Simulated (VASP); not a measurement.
# GaSb (F-43m) in VASP: further runs

Runs on GaSb. Level: LDA. Tasks: single point, relaxation of cell and atoms.

Everything below comes from runs of VASP 6.6.1. Logs are shortened: lines on timing, memory, paths and dates and some standing lists are left out, and cuts for length are marked.

**The experiment to reproduce.**

From a printed reference work, data compilation, for a bulk crystal of GaSb at 4.2 K: band gap 0.811 eV (direct).

The runs below are set against these values where they give the same quantity.

### Step 1. The crystal as given

It takes space group F-43m (No. 216, cubic). The conventional cell has a = 6.050 Å, b = 6.050 Å, c = 6.050 Å, α = 90.00°, β = 90.00°, γ = 90.00°. Ga (site symmetry -43m) has 4 Sb at 2.62 Å as nearest neighbours. Around Sb (site symmetry -43m) lie 4 Ga at 2.62 Å.

### Step 2. Single point, LDA

Contents of INCAR:

```
SYSTEM = GaSb
PREC = Accurate
ENCUT = 520
EDIFF = 1E-6
ISMEAR = 0
SIGMA = 0.1
LREAL = .FALSE.
LASPH = .TRUE.
NELM = 60
ALGO = Fast
ISIF = 2
LWAVE = .FALSE.
LCHARG = .FALSE.
NBANDS = 16
```

Contents of KPOINTS:

```
regular mesh
0
G
  12 12 12
  0 0 0
```

Contents of POSCAR:

```
GaSb
1.0
    0.0000000000      3.0250672561      3.0250672561
    3.0250672561      0.0000000000      3.0250672561
    3.0250672561      3.0250672561      0.0000000000
Ga Sb
1 1
Direct
    0.0000000000      0.0000000000      0.0000000000
    0.2500000000      0.2500000000      0.2500000000
```

Potentials or basis: VASP PAW LDA potentials, release 64 (Ga_d, Sb).

Launch:

```bash
cat potpaw_LDA.64/Ga_d/POTCAR potpaw_LDA.64/Sb/POTCAR > POTCAR
mpirun -np 1 vasp_std > vasp.out
```

OUTCAR:

```text
SYSTEM = GaSb
   PREC = Accurate
   ENCUT = 520
   EDIFF = 1E-6
   ISMEAR = 0
   LREAL = .FALSE.
   LASPH = .TRUE.
   NELM = 60
   ISIF = 2

 ion  position               nearest neighbor table
   1  0.000  0.000  0.000-   2 2.62   2 2.62   2 2.62   2 2.62
   2  0.250  0.250  0.250-   1 2.62   1 2.62   1 2.62   1 2.62

  LATTYP: Found a face centered cubic cell.
 ALAT       =     6.0501345122

  Lattice vectors:

 A1 = (   0.0000000000,   3.0250672561,   3.0250672561)
 A2 = (   3.0250672561,   0.0000000000,   3.0250672561)
 A3 = (   3.0250672561,   3.0250672561,   0.0000000000)

Analysis of symmetry for initial positions (statically):
=====================================================================
 Subroutine PRICEL returns:
 Original cell was already a primitive cell.

 Routine SETGRP: Setting up the symmetry group for a
 face centered cubic supercell.

 Subroutine GETGRP returns: Found 24 space group operations
 (whereof 24 operations were pure point group operations)
 out of a pool of 48 trial point group operations.

The static configuration has the point symmetry T_d .

Analysis of symmetry for dynamics (positions and initial velocities):
=====================================================================
 Subroutine PRICEL returns:
 Original cell was already a primitive cell.

 Routine SETGRP: Setting up the symmetry group for a
 face centered cubic supercell.

 Subroutine GETGRP returns: Found 24 space group operations
 (whereof 24 operations were pure point group operations)
 out of a pool of 48 trial point group operations.

The dynamic configuration has the point symmetry T_d .

 Subroutine INISYM returns: Found 24 space group operations
 (whereof 24 operations are pure point group operations),
 and found     1 'primitive' translations

----------------------------------------------------------------------------------------

                                     Primitive cell

  volume of cell :      55.3650

  direct lattice vectors                    reciprocal lattice vectors
     0.000000000  3.025067256  3.025067256    -0.165285581  0.165285581  0.165285581
     3.025067256  0.000000000  3.025067256     0.165285581 -0.165285581  0.165285581
     3.025067256  3.025067256  0.000000000     0.165285581  0.165285581 -0.165285581

  length of vectors
     4.278091141  4.278091141  4.278091141     0.286283025  0.286283025  0.286283025

  position of ions in fractional coordinates (direct lattice)
     0.000000000  0.000000000  0.000000000
     0.250000000  0.250000000  0.250000000

  ion indices of the primitive-cell ions
   primitive index   ion index
                 1           1
                 2           2

----------------------------------------------------------------------------------------

 KPOINTS: regular mesh

Automatic generation of k-mesh.
 Grid dimensions read from file:
 generate k-points for:   12   12   12

 Generating k-lattice:

  Cartesian coordinates                     Fractional coordinates (reciprocal lattice)
    -0.013773798  0.013773798  0.013773798     0.083333333  0.000000000  0.000000000
     0.013773798 -0.013773798  0.013773798     0.000000000  0.083333333  0.000000000
     0.013773798  0.013773798 -0.013773798     0.000000000  0.000000000  0.083333333

  Length of vectors
     0.023856919  0.023856919  0.023856919

  Shift w.r.t. Gamma in fractional coordinates (k-lattice)
     0.000000000  0.000000000  0.000000000

 Subroutine IBZKPT returns following result:
 ===========================================

 Found     72 irreducible k-points:

 Following reciprocal coordinates:
            Coordinates               Weight
  0.000000  0.000000  0.000000      1.000000
  0.083333  0.000000  0.000000      8.000000
  0.166667  0.000000  0.000000      8.000000
  0.250000  0.000000  0.000000      8.000000
  0.333333  0.000000  0.000000      8.000000
  0.416667  0.000000  0.000000      8.000000
[... 16 lines left out ...]
  0.500000  0.166667  0.000000     24.000000
 -0.416667  0.166667  0.000000     24.000000
 [... further k-points ...]
   k-points           NKPTS =     72   k-points in BZ     NKDIM =     72   number of bands    NBANDS=     16
   number of dos      NEDOS =    301   number of ions     NIONS =      2
   total plane-waves  NPLWV =  32768
   dimension x,y,z NGX =    32 NGY =   32 NGZ =   32
   dimension x,y,z NGXF=    64 NGYF=   64 NGZF=   64
   ions per type =               1   1
   NGX,Y,Z   is equivalent  to a cutoff of  12.44, 12.44, 12.44 a.u.
   NGXF,Y,Z  is equivalent  to a cutoff of  24.87, 24.87, 24.87 a.u.
 SYSTEM =  GaSb
   PREC   = accura    normal or accurate (medium, high low for compatibility)
   ISTART =      0    job   : 0-new  1-cont  2-samecut
   ICHARG =      2    charge: 1-file 2-atom 10-const
   ISPIN  =      1    spin polarized calculation?
   LNONCOLLINEAR =      F non collinear calculations
   LSORBIT =      F    spin-orbit coupling
   LASPH  =      T    aspherical Exc in radial PAW
   ENCUT  =  520.0 eV  38.22 Ry    6.18 a.u.   7.95  7.95  7.95*2*pi/ulx,y,z
   NELM   =     60;   NELMIN=  2; NELMDL= -5     # of ELM steps
   EDIFF  = 0.1E-05   stopping-criterion for ELM
   LREAL  =      F    real-space projection
   EDIFFG = 0.1E-04   stopping-criterion for IOM
   NSW    =      0    number of steps for IOM
   IBRION =     -1    ionic relax: 0-MD 1-quasi-New 2-CG
   NFREE  =      0    steps in history (QN), initial steepest desc. (CG)
   ISIF   =      2    stress and relaxation
   ISYM   =      2    0-nonsym 1-usesym 2-fastsym
   POTIM  = 0.5000    time-step for ionic-motion
   TEBEG  =    0.0;   TEEND  =   0.0 temperature during run
   PSTRESS=    0.0 pullay stress
   NELECT =      18.0000    total number of electrons
   NUPDOWN=      -1.0000    fix difference up-down
   EMIN   =  10.00;   EMAX   =-10.00  energy-range for DOS
   EFERMI =   0.00;   METHOD = LEGACY
   ISMEAR =     0;   SIGMA  =   0.10  broadening in eV -4-tet -1-fermi 0-gaus
   EFERMI_NEDOS =   21; number of points for ismear=-14 and -15
   IALGO  =     68    algorithm
   IMIX   =      4    mixing-type and parameters
     AMIX     =   0.40;   BMIX     =  1.00
     AMIX_MAG =   1.60;   BMIX_MAG =  1.00
  volume/ion in A,a.u.               =      27.68       186.81
  Fermi-wavevector in a.u.,A,eV,Ry     =   1.125695  2.127255 17.241148  1.267189
  Thomas-Fermi vector in A             =   2.262373
   LORBIT       =      0    0 simple, 1 ext, 2 COOP (PROOUT), +10 PAW based schemes
   GGA     = CA    functional components
   LHFCALC =     F    Hartree Fock is set to
   AEXX    =    0.0000 exact exchange contribution
   IVDW    =     0    specifies the selected vdW correction
   LEPSILON=     F    determine dielectric tensor
   LRPA    =     F    only Hartree local field effects (RPA)
 non-spin polarized calculation
 RMM-DIIS sequential band-by-band and
 Gauss-broadening in eV      SIGMA  =   0.10
  energy-cutoff  :      520.00
  volume of cell :       55.36
 maximum number of plane-waves:      1524
   NGX = 15   NGY = 15   NGZ = 15

 number of electron      17.9999989 magnetization

 Free energy of the ion-electron system (eV)
  ---------------------------------------------------
  ext. energy  EPLUGINS =         0.00000000
  ---------------------------------------------------
  free energy    TOTEN  =        -8.67384992 eV

  energy without entropy =       -8.67376702  energy(sigma->0) =       -8.67380847

 E-fermi :   5.1170     XC(G=0):  -9.5416

 val. band max:        5.0291238094   @ k =   0.0000   0.0000   0.0000
 cond. band min:       5.1448075191   @ k =   0.0000   0.0000   0.0000
 fundamental gap:      0.1156837098
 Fermi energy:         5.1170378080

 k-point     1 :       0.0000    0.0000    0.0000
  band No.  band energies     occupation
      1     -10.1831      2.00000
      2     -10.1831      2.00000
      3     -10.1831      2.00000
      4     -10.1284      2.00000
      5     -10.1284      2.00000
      6      -6.7245      2.00000
[... 8 lines left out ...]
     15      13.6500      0.00000
     16      13.6500      0.00000

 k-point     2 :       0.0833    0.0000    0.0000
  band No.  band energies     occupation
      1     -10.1852      2.00000
      2     -10.1821      2.00000
      3     -10.1821      2.00000
      4     -10.1286      2.00000
      5     -10.1286      2.00000
      6      -6.6501      2.00000
[... 8 lines left out ...]
     15      13.0975      0.00000
     16      13.0975      0.00000

 k-point     3 :       0.1667    0.0000    0.0000
  band No.  band energies     occupation
      1     -10.1911      2.00000
      2     -10.1797      2.00000
      3     -10.1797      2.00000
      4     -10.1288      2.00000
      5     -10.1288      2.00000
      6      -6.4311      2.00000
[... 8 lines left out ...]
     15      12.6100      0.00000
     16      12.6100      0.00000

 k-point     4 :       0.2500    0.0000    0.0000
  band No.  band energies     occupation
      1     -10.1990      2.00000
      2     -10.1765      2.00000
      3     -10.1765      2.00000
      4     -10.1290      2.00000
      5     -10.1290      2.00000
      6      -6.0830      2.00000
[... 8 lines left out ...]
     15      12.5917      0.00000
     16      12.5917      0.00000
[... 324 lines left out ...]
 k-point    22 :       0.4167    0.1667    0.0000
  band No.  band energies     occupation
      1     -10.2149      2.00000
      2     -10.1695      2.00000
      3     -10.1677      2.00000
      4     -10.1328      2.00000
      5     -10.1270      2.00000
      6      -5.2497      2.00000
[... 8 lines left out ...]
     15      14.2979      0.00000
     16      14.9230      0.00000

 k-point    23 :       0.5000    0.1667    0.0000
  band No.  band energies     occupation
      1     -10.2177      2.00000
      2     -10.1687      2.00000
      3     -10.1669      2.00000
      4     -10.1317      2.00000
      5     -10.1276      2.00000
      6      -4.8783      2.00000
[... 8 lines left out ...]
     15      14.8491      0.00000
     16      14.9938      0.00000

 k-point    24 :      -0.4167    0.1667    0.0000
  band No.  band energies     occupation
      1     -10.2175      2.00000
      2     -10.1686      2.00000
      3     -10.1675      2.00000
      4     -10.1304      2.00000
      5     -10.1287      2.00000
      6      -4.8162      2.00000
[... 8 lines left out ...]
     15      13.7218      0.00000
     16      14.1514      0.00000

 [... further k-points ...]

------------------------ aborting loop because EDIFF is reached ----------------------------------------

  FORCE on cell =-STRESS in cart. coord.  units (eV):
  Direction    XX          YY          ZZ          XY          YZ          ZX
  --------------------------------------------------------------------------------------
  -------------------------------------------------------------------------------------
  Total        0.0520083      0.0520083      0.0520083      0.0000000      0.0000000      0.0000000
  in kB        1.5050394      1.5050394      1.5050394      0.0000000      0.0000000      0.0000000
  external PRESSURE =       1.5050394 kB  Pullay stress =       0.0000000 kB

 VOLUME and BASIS-vectors are now :
 -----------------------------------------------------------------------------
  energy-cutoff  :      520.00
  volume of cell :       55.36
      direct lattice vectors                 reciprocal lattice vectors
     0.000000000  3.025067256  3.025067256    -0.165285581  0.165285581  0.165285581
     3.025067256  0.000000000  3.025067256     0.165285581 -0.165285581  0.165285581
     3.025067256  3.025067256  0.000000000     0.165285581  0.165285581 -0.165285581

 POSITION                                       TOTAL-FORCE (eV/Angst)
 -----------------------------------------------------------------------------------
      0.00000      0.00000      0.00000         0.000000      0.000000     -0.000000
      1.51253      1.51253      1.51253         0.000000     -0.000000      0.000000
 -----------------------------------------------------------------------------------
    total drift:                                0.000000      0.000000      0.000001

  FREE ENERGIE OF THE ION-ELECTRON SYSTEM (eV)
  ---------------------------------------------------
  free  energy   TOTEN  =        -8.6738499238 eV

  energy  without entropy=       -8.6737670191  energy(sigma->0) =       -8.67380847
```

Wall time 21 s (1 thread of Intel Xeon 6975P-C (Granite Rapids), shared host); peak memory 0.19 GiB.

What came out:

| Property | Result |
| --- | --- |
| Free energy | -8.6738 eV |
| Pressure | 0.2 GPa |
| Band gap on the k mesh | 0.12 eV, direct |

Caveat: spin-orbit coupling is left out, which moves the levels of the heavy elements.

### Step 3. Relaxation of cell and atoms, LDA

This run uses another cell than the first one, of 28.62 Å³/atom, 1.034 times its volume.

Contents of INCAR:

```
PREC = Accurate
ENCUT = 600
EDIFF = 1E-7
ISMEAR = 0
SIGMA = 0.1
LREAL = F
LASPH = T
NELM = 60
ALGO = Normal
ISIF = 3
LWAVE = F
LCHARG = F
IBRION = 2
NSW = 100
EDIFFG = -0.005
```

Contents of KPOINTS:

```
regular mesh
0
Gamma
  12 12 12
```

Contents of POSCAR:

```
GaSb
1.0
    0.0000000000      3.0590000000      3.0590000000
    3.0590000000      0.0000000000      3.0590000000
    3.0590000000      3.0590000000      0.0000000000
Ga Sb
1 1
Direct
    0.0000000000      0.0000000000      0.0000000000
    0.2500000000      0.2500000000      0.2500000000
```

Potentials or basis: VASP PAW LDA potentials, release 64 (Ga_d, Sb).

Launch:

```bash
cat potpaw_LDA.64/Ga_d/POTCAR potpaw_LDA.64/Sb/POTCAR > POTCAR
mpirun -np 1 vasp_std > vasp.out
```

Wall time 52 s (1 thread of Intel Xeon 6975P-C (Granite Rapids), shared host); peak memory 0.22 GiB.

It converged, with:

* Free energy: -8.6741 eV
* Relaxed volume: 27.76 Å³/atom
* Relaxed cell: a = 4.282 Å, b = 4.282 Å, c = 4.282 Å, α = 60.00°, β = 60.00°, γ = 60.00°
* Space group after relaxing (to 0.05 Å): F-43m (No. 216)
* Energy gained by relaxing: 4.4 meV/atom
* Ionic steps: 3
* Pressure after relaxing: 0.0 GPa
* Band gap on the k mesh: 0.09 eV, direct

The path:
```tsv
step	energy change (eV)	largest force (eV/Å)	pressure (GPa)	volume (Å³)
1	0.0000	0.0000	-1.60	57.25
2	-0.0076	0.0000	0.63	54.92
3	-0.0088	0.0000	-0.01	55.52
```

Final structure:
```
Ga Sb
1.0
     0.00000    3.02798    3.02798
     3.02798    0.00000    3.02798
     3.02798    3.02798    0.00000
Ga Sb
1 1
Direct
  0.00000 0.00000 0.00000
  0.25000 0.25000 0.25000
```

Levels at points of the mesh, in eV from the valence-band top:
```
           k point  band 5  band 6  band 7  band 8  band 9  band 10  band 11  band 12  band 13
(0.00, 0.00, 0.00)  -15.15  -11.73    0.00    0.00    0.00     0.09     2.74     2.74     2.74
(0.50, 0.00, 0.00)  -15.15  -10.03   -6.56   -1.20   -1.20     0.36     3.72     3.72     6.29
(0.50, 0.50, 0.00)  -15.15   -9.16   -6.99   -2.68   -2.68     0.80     1.11     8.77     8.77
```

Caveat: spin-orbit coupling is left out, which moves the levels of the heavy elements. A k mesh can miss the band edges.

### Step 4. How close it comes

Step 2. Measured gap of GaSb: 0.811 eV (direct; 4.2 K; a printed reference work, data compilation). This calculation gives 0.12 eV (-0.70 eV). Spin-orbit coupling on Ga, Sb is left out. The value is that of LDA on a finite k mesh, which can miss the band edges, without temperature or zero-point motion. Semilocal functionals fall short of measured gaps as a rule.
